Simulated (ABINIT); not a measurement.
The system is Sn.

```
Sn
1.0
     0.00000    3.23334    3.23334
     3.23334    0.00000    3.23334
     3.23334    3.23334    0.00000
Sn
2
Cartesian
  4.8500 4.8500 4.8500
  3.2333 3.2333 3.2333
```

This isn't the form of Sn at room conditions, which is tetragonal (white tin).

Base run:

| Item | Value |
| --- | --- |
| Program | ABINIT 10.8.3 (patched build) |
| Functional | PBE |
| Potentials or basis | JTH PAW PBE v2.0 |
| Cutoff | 707 eV |
| k mesh | 7 × 7 × 7 |
| Occupations | fermi-dirac, width 0.05 eV |
| Spin | no spin polarisation |

Its results: band gap on the k mesh none (metal or under the smearing width); pressure 3.5 GPa.

**Question.** After a change of settings the same cell gave: band gap on the k mesh none (metal or under the smearing width); pressure 1.2 GPa. Which change was it?
A. functional from PBE to revPBE
B. functional from PBE to PBEsol
C. functional from PBE to LDA
D. functional from PBE to PW91

**Answer.** B.

PBEsol binds more tightly than PBE, so the same cell stands under less pressure.

Caveats: the PAW data sets were made with another functional, which shifts forces and pressure a little (some runs).
